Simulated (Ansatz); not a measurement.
# In2O3 with an In vacancy: what each run costs

In2O3 with an In vacancy, cell charge -3. Cell: 39 atoms, space group R3, a = 7.971 Å, b = 7.971 Å, c = 7.971 Å, α = 87.00°, β = 87.00°, γ = 87.00°.

All runs are DFT with Ansatz 0.2.0 on 1 thread of Arm Neoverse V2 (aarch64; 8 cores open to the job, memory cap 3.0 GiB, no GPU), a shared host.

(1) Rank the runs by wall time, shortest first.
A. single point, PBE, 420 eV, 3×3×3 k-points, smearing 0.01 eV
B. relaxation of the ions, PBE, 420 eV, 3×3×3 k-points, smearing 0.01 eV
C. single point at relaxed positions, r2SCAN, 500 eV, 3×3×3 k-points, smearing 0.01 eV

Results:

(1) A (2.5 min, 1.1 GiB), C (4.2 min, 1.9 GiB), B (6.3 min, 1.3 GiB).
